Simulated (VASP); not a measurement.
Wanted: the native input for a VASP 6.6.1 run.

| Quantity | Value |
| --- | --- |
| Task | relaxation of cell and atoms |
| Functional | PBE |
| Potentials or basis | VASP PAW PBE potentials, release 64 (Zn, S) |
| Cutoff | 600 eV |
| k mesh | 10 × 10 × 10 |
| Occupations | gaussian, width 0.03 eV |
| Spin | no spin polarisation |
| Further INCAR settings | ALGO = Normal; EDIFF = 1e-07; IBRION = 2; EDIFFG = -0.005; NSW = 90; ISIF = 3 |

The structure of ZnS lies in POSCAR:

```
ZnS                                     
1.0
    0.0000000000      2.7235213220      2.7235213220
    2.7235213220      0.0000000000      2.7235213220
    2.7235213220      2.7235213220      0.0000000000
  Zn              S             
     1     1
Direct
     0.2500000000000000    0.2500000000000000    0.2500000000000000
     0.0000000000000000    0.0000000000000000    0.0000000000000000
```

These files were run (other wordings do the same):

INCAR

```
SYSTEM = ZnS
PREC = Accurate ; ENCUT = 600
EDIFF = 1E-7 ; ISMEAR = 0
SIGMA = 0.03 ; LREAL = .FALSE.
LASPH = .TRUE. ; NELM = 80
ALGO = Normal ; ISIF = 3
LWAVE = .FALSE. ; LCHARG = .FALSE.
GGA = PE ; IBRION = 2
NSW = 90 ; EDIFFG = -0.005
```

KPOINTS

```
Automatic mesh
0
G
  10 10 10
  0 0 0
```

Potentials or basis: VASP PAW PBE potentials, release 64 (Zn, S).

The run is started by

```console
$ cat potpaw_PBE.64/Zn/POTCAR potpaw_PBE.64/S/POTCAR > POTCAR
$ mpirun -np 1 vasp_std > vasp.out
```

Results of the run:

```
Pressure after relaxing : 0.0 GPa
Band gap on the k mesh  : 2.01 eV, direct
```

Caveat: the relaxation stopped at its first step, so nothing moved.

It took 42 s on 1 thread of Intel(R) Xeon(R) Platinum 8375C CPU @ 2.90GHz (Ice Lake), on a shared host, peak memory 0.18 GiB.
